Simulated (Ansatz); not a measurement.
# Y (P6_3/mmc) in Ansatz: further runs, part 2 of 2

Ansatz 0.2.0. The steps go on from the part before.

## 3. Relaxation of cell and atoms, r2SCAN, target pressure 20 GPa, at which the enthalpy is minimised

Input file input.yaml:

```yaml
crystal:
  lattice:
    - [3.6474, 0.0, 0.0]
    - [-1.8237, 3.1587410578, 0.0]
    - [0.0, 0.0, 5.7306]
  atoms:
    - { symbol: "Y", position: [0.6666666667, 0.3333333333, 0.75] }
    - { symbol: "Y", position: [0.3333333333, 0.6666666667, 0.25] }
hamiltonian:
  xc: r2scan
  pseudopotentials: { kind: paw }
kpoints:
  mp_grid: { grid: [8, 8, 5] }
scf:
  occupations: { method: fermi_dirac, width: 0.05 }
output:
  forces: true
  stress: true
  eigenvalues: true
relax:
  f_tol: 0.01
  max_steps: 40
  cell: { stress_tol: 0.05, p_target: 20.0 }
```

Potentials or basis: Ansatz PAW.

Run with:

```sh
$ ansatz run input.yaml --threads 2 --pin off --max-ram 5632MiB --backend cpu --events-out ev --progress --plain --runs-dir out
```

The log of the run:

```text
Warning: RAYON_NUM_THREADS=2 ignored (pool sized by the plan → 2); use --threads N
Engine: ansatz 0.2.0, aarch64-unknown-linux-gnu
Pseudopotentials: kind: paw
Pseudopotential: Y, paw, valence charge 11, recommended cutoff 500 eV (meta_gga), Y.paw.azcp
Functional definition: r2SCAN
  parameter k0 = 0.174
  parameter k1 = 0.065
  parameter a1 = 4.9479
  exchange = r2scan_x(k0 = k0, k1 = k1, a1 = a1)
  correlation = r2scan_c
Crystal: 2 atoms, lattice volume = 66.023 Å³
Basis set: ecut = 500 eV, 1701 PW (Γ), exchange–correlation on 108×108×180 points (64 copies of the dense FFT grid, shifted against one another)
Bands: 15, of which v1, the nominal top of the filled ones, is band 11 counted from 1 (10 counted from 0)
Symmetry: 24 space group operations
Space group: P63/mmc (ITA 194), of the structure as read, at distance tolerance 4.0e-5 Å
k-points: 30 of 320
Non-local potential: Y, projectors of the file, l = 0: 3, l = 1: 2, l = 2: 2, l = 3: 1
PAW form: soft (Blöchl's): semilocal exchange-correlation on the pseudo side does not see the compensation charge
PAW frozen core: Y, regenerated for the run's functional (the file was generated under x = pbe(κ = 0.804, μ = 0.2195149727645171), c = pbe(β = 0.06672455060314922))
PAW one-centre angular grid: Y, 590 points (default); XC on 160 Gauss nodes
Initial density: superposition of atomic densities (neutral atoms: chi_scale 0, normalization atom), corrected by the library's trained network
Initial wavefunctions: pseudopotential atomic-orbital guess
Functional: x = r2scan, c = r2scan; τ floored in thin density (d = 2e-4 eV/Å³)
SCF iter   1: F=—  HF=-7719.362746 eV  |F-HF|=—  |Δ(HF+E_count)|=         —  Δρ=5.16e-3  dr2=1.64e-2  dr2_τ=3.26e-3  ethr=1.77e-3  ⟨swp⟩=4.4  Hψ=2009  notcnv=0
preconditioner: auto → Kerker (q_TF=auto, 2.272 Å⁻¹)  [metal: Δε(μ)=0.032 eV  Ē_g=2.751 eV  σ=0.050 eV  W_gap=0.15  n_scr=22 (ndim 8)  ℏωp=11.2 eV  f_vac=0.000  D(μ)=4.88/eV (n_scr^D=54)]
SCF iter   2: F=—  HF=-7719.414948 eV  |F-HF|=—  |Δ(HF+E_count)|=   5.22e-2  Δρ=3.46e-3  dr2=7.82e-3  dr2_τ=2.07e-4  ethr=7.48e-5  ⟨swp⟩=2.2  Hψ=1065  notcnv=0
SCF iter   3: F=—  HF=-7719.416411 eV  |F-HF|=—  |Δ(HF+E_count)|=   1.46e-3  Δρ=5.40e-4  dr2=1.71e-4  dr2_τ=5.06e-5  ethr=3.56e-5  ⟨swp⟩=2.1  Hψ=804  notcnv=0
SCF iter   4: F=—  HF=-7719.416608 eV  |F-HF|=—  |Δ(HF+E_count)|=   1.97e-4  Δρ=1.74e-4  dr2=1.32e-5  dr2_τ=1.05e-6  ethr=7.76e-7  ⟨swp⟩=2.0  Hψ=722  notcnv=0
SCF iter   5: F=—  HF=-7719.416606 eV  |F-HF|=—  |Δ(HF+E_count)|=   1.75e-6  Δρ=1.56e-5  dr2=6.11e-8  dr2_τ=4.45e-8  ethr=6.00e-8  ⟨swp⟩=2.2  Hψ=582  notcnv=0
SCF iter   6: F=-7719.416606 eV  HF=-7719.416606 eV  |F-HF|=3.74e-9  |Δ(HF+E_count)|=   3.26e-7  Δρ=3.26e-6  dr2=4.73e-9  dr2_τ=1.02e-9  ethr=2.78e-10  ⟨swp⟩=2.3  Hψ=1670  notcnv=0
SCF 1 converged in 6 iterations: F = -7719.416606 eV  dr2 = 4.73e-9
relax step   1: F+E_penalty+E_count = -7719.41660648 eV  Δ(F+E_penalty+E_count) = +0.000e0 eV  max|allowed force component| = 6.014e-17 eV/Å  Δτ_max = 0.0000 Å  P = +0.695 GPa  Ω = 66.023 Å³  (6 SCF iters, dr2 threshold 1.00e-7 eV, accepted)
Crystal: 2 atoms, lattice volume = 57.058 Å³
Basis set: ecut = 500 eV, 1459 PW (Γ), exchange–correlation on 108×108×180 points (64 copies of the dense FFT grid, shifted against one another)
Initial density: handed on by an earlier stage of this run
Initial wavefunctions: those handed on with the density
iter 1 solved again at ethr=1.70e-5 eV; its pass at ethr=3.10e-3 eV (dr2=3.74e-3 eV) is discarded
[... 36 lines left out ...]
SCF iter   3: F=-7718.470546 eV  HF=-7718.470546 eV  |F-HF|=4.47e-8  |Δ(HF+E_count)|=   9.47e-8  Δρ=1.16e-5  dr2=3.43e-8  dr2_τ=2.44e-9  ethr=4.13e-10  ⟨swp⟩=4.5  Hψ=1563  notcnv=0
SCF 5 converged in 3 iterations: F = -7718.470546 eV  dr2 = 3.43e-8
relax step   5: F+E_penalty+E_count = -7718.47054574 eV  Δ(F+E_penalty+E_count) = -1.064e-2 eV  max|allowed force component| = 9.946e-17 eV/Å  Δτ_max = 0.0000 Å  P = +20.001 GPa  Ω = 48.472 Å³  energy of the carried Pulay correction = +2.651e-3 eV  (3 SCF iters, dr2 threshold 9.08e-8 eV, accepted)
Basis set: ecut = 500 eV, 1231 PW (Γ), exchange–correlation on 100×100×160 points (64 copies of the dense FFT grid, shifted against one another)
Initial wavefunctions: pseudopotential atomic-orbital guess (no wavefunctions were taken with the density)
iter 1 solved again at ethr=2.02e-7 eV; its pass at ethr=3.10e-3 eV (dr2=4.44e-5 eV) is discarded
SCF iter   1: F=—  HF=-7718.468475 eV  |F-HF|=—  |Δ(HF+E_count)|=         —  Δρ=3.88e-4  dr2=6.61e-6  dr2_τ=7.95e-5  ethr=2.02e-7  ⟨swp⟩=3.3  Hψ=3383  notcnv=0
SCF iter   2: F=—  HF=-7718.468508 eV  |F-HF|=—  |Δ(HF+E_count)|=   3.34e-5  Δρ=1.92e-4  dr2=1.62e-6  dr2_τ=3.54e-6  ethr=3.00e-8  ⟨swp⟩=2.0  Hψ=771  notcnv=0
SCF iter   3: F=—  HF=-7718.468513 eV  |F-HF|=—  |Δ(HF+E_count)|=   4.85e-6  Δρ=9.47e-6  dr2=9.17e-9  dr2_τ=1.17e-8  ethr=7.38e-9  ⟨swp⟩=3.0  Hψ=781  notcnv=0
SCF iter   4: F=—  HF=-7718.468513 eV  |F-HF|=—  |Δ(HF+E_count)|=   5.45e-8  Δρ=2.20e-6  dr2=9.35e-10  dr2_τ=4.66e-10  ethr=4.17e-11  ⟨swp⟩=2.0  Hψ=782  notcnv=0
SCF iter   5: F=—  HF=-7718.468513 eV  |F-HF|=—  |Δ(HF+E_count)|=   3.79e-9  Δρ=1.10e-6  dr2=2.22e-10  dr2_τ=8.34e-11  ethr=4.25e-12  ⟨swp⟩=2.0  Hψ=778  notcnv=0
SCF iter   6: F=-7718.468513 eV  HF=-7718.468513 eV  |F-HF|=1.82e-12  |Δ(HF+E_count)|=   1.04e-9  Δρ=4.72e-8  dr2=4.83e-13  dr2_τ=2.87e-13  ethr=1.00e-12  ⟨swp⟩=4.0  Hψ=2108  notcnv=0
SCF 6 converged in 6 iterations: F = -7718.468513 eV  dr2 = 4.83e-13
relax step   6: F+E_penalty+E_count = -7718.46851308 eV  Δ(F+E_penalty+E_count) = +2.033e-3 eV  max|allowed force component| = 1.064e-16 eV/Å  Δτ_max = 0.0000 Å  P = +19.993 GPa  Ω = 48.472 Å³  stress off target by 1.81e-2 GPa  SCF on the basis re-selected at this cell (its energy is not comparable with the rows above)  (6 SCF iters)
basis re-selected at this cell: Δ(F+E_penalty+E_count) = +2.033e-3 eV, ΔP = -0.008 GPa vs the last step (what re-selecting the basis moved, of the pressure what is left beyond the Pulay correction that the steps carried, after the strain that the cell walked since its last selection, with what the two solves' SCF thresholds leave and, on support functions, any second-order correction that the steps lacked; it is no measure of the basis error at this ecutwfc). The dense FFT grid was sized anew with the basis: this SCF ran on 25×25×40 points, the steps before it on 27×27×45, so part of this shift can come from that change (see relax.cell in the input reference). This SCF's stress stands 1.81e-2 GPa from its target on what of the cell is left free (relax.cell.stress_tol is 5.00e-2 GPa) and its largest allowed force component is 1.06e-16 eV/Å (relax.f_tol is 1.00e-2 eV/Å): within both
SCF converged after 6 iterations
Free energy (F): -7718.468513 eV
Harris-Foulkes:  -7718.468513 eV  (|F-HF|=1.82e-12)
Internal energy: -7718.442681 eV  (E = F + TS)
E sigma→0 (E₀):  -7718.455597 eV
Entropy (-TS):   -0.025832 eV (-12.916 meV/atom)
Fermi energy:    13.293328 eV
--- Per-component energies (eV) ---
  E_band       = -163.210084
  E_kinetic    = 621.986062
  E_local      = -998.037813  (includes V_loc(G=0)·N_el)
  E_nonlocal   = 102.064991
  E_hartree    = 318.238710
  E_xc         = -339.684568
  E_vxc        = -450.003889  (∫ρ·V_xc dr)
  E_paw        = -5684.243974  (= ΣΔE_a)
  E_vpaw       = -100.428827  (= ΣTr[D̂ρ^β])
  E_aug_tail   = 0.000007  (compensation charges beyond the density's cutoff)
  E_vtau       = 24.731978  (kinetic-family band-sum trace: ∫τ·v_τ [+ j·A + Jᵃ·Aᵃ] dr)
  E_ewald      = -1738.458188
  E_core_change = -0.307907  (= ΣΔE_core)
  E_smearing   = -0.025832  (= −TS)
  E_closure    = -0.000000  (closes the sum)
  Σ components = -7718.468513   (vs F -7718.468513, Δ=0.00e0)
--- Forces (eV/Å), atoms counted from 1 ---
  atom   1  Y      0.00000000     0.00000000     0.00000000
  atom   2  Y      0.00000000    -0.00000000    -0.00000000
  max |Σ_I F_I| component: 1.85e-17 eV/Å
--- Stress (GPa, compression-positive) ---
       19.981924      -0.000000       0.000000
       -0.000000      19.981924      -0.000000
        0.000000      -0.000000      20.013804
  P = ⅓ Tr σ = 19.9926 GPa (199.926 kbar)
--- Band table (eV; the first three rows and the last of 30) ---
  k-point 0: bands = ["-30.2617", "-29.9851", "-10.4554", "-9.1525", "-9.1525", "-8.9335", "-8.9335", "-8.8613", "8.1771", "10.8848", "15.4719", "15.4719", "15.5141", "15.9831", "16.4500"]
  k-point 1: bands = ["-30.2360", "-30.0123", "-10.3170", "-9.1319", "-9.1319", "-9.0303", "-8.9547", "-8.9547", "8.5573", "10.8846", "14.9892", "15.3167", "15.3167", "15.6099", "16.1229"]
  k-point 2: bands = ["-30.1681", "-30.0827", "-9.9429", "-9.4533", "-9.0776", "-9.0776", "-9.0099", "-9.0099", "9.5271", "10.5284", "14.4246", "14.8202", "15.2765", "15.2765", "15.5829"]
  k-point 29: bands = ["-29.9794", "-29.9678", "-10.1720", "-10.1241", "-9.7545", "-9.6030", "-9.1688", "-9.1151", "11.9954", "12.4058", "13.1827", "13.3247", "14.2316", "14.4330", "16.6803"]
--- Relaxed structure (5 steps of the walk, 5 accepted, 1 SCFs on fresh bases) ---
  F+E_penalty+E_count = -7718.46851308 eV   max|allowed force component| = 1.064e-16 eV/Å   (the final SCF, on the basis selected at the relaxed cell)
  cell:  # Å, volume = 48.4718 Å³
    - [3.2937715597371606, 1.3440789246513083e-32, 0.0]
    - [-1.6468857798685803, 2.8524898449950755, -1.1496011248547603e-17]
    - [0.0, -2.0856107181888592e-17, 5.159071432666816]
  atoms:
    - { symbol: Y, position: [0.6666666666666666, 0.33333333333333326, 0.7500000000000001] }
    - { symbol: Y, position: [0.33333333333333326, 0.6666666666666665, 0.25000000000000006] }
```

It took 11 s on 2 threads of Arm Neoverse V2, shared host; peak memory 0.48 GiB.

What came out:

| Item | Value |
| --- | --- |
| Free energy | -7718.4685 eV |
| Relaxed volume | 24.24 Å³/atom |
| Relaxed cell | a = 3.294 Å, b = 3.294 Å, c = 5.159 Å, α = 90.00°, β = 90.00°, γ = 120.00° |
| Space group after relaxing (to 0.05 Å) | P6_3/mmc (No. 194) |
| Energy change on relaxing (the enthalpy is what falls) | +474.0 meV/atom |
| Ionic steps | 6 |
| Pressure after relaxing | 20.0 GPa |
| Band gap on the k mesh | none (metal or under the smearing width) |

Step by step:
```csv
step,energy change (eV),largest force (eV/Å),volume (Å³)
1,0.0000,0.0000,66.02
2,0.2282,0.0000,57.06
3,0.8784,0.0000,49.03
4,0.9567,0.0000,48.39
5,0.9461,0.0000,48.47
6,0.9481,0.0000,48.47
```

Final structure:
```
Y
1.0
     3.29377    0.00000    0.00000
    -1.64689    2.85249    0.00000
     0.00000    0.00000    5.15907
Y
2
Direct
  0.66667 0.33333 0.75000
  0.33333 0.66667 0.25000
```

Caveat: the volume moved by over 15 % at a fixed basis, so the end points are rough; the plane-wave basis is chosen anew once the cell has moved, so the energies of steps on either side of that aren't comparable; the PAW data sets come from PBE, with cores solved anew for the run's functional, which leaves a small shift of forces and pressure.
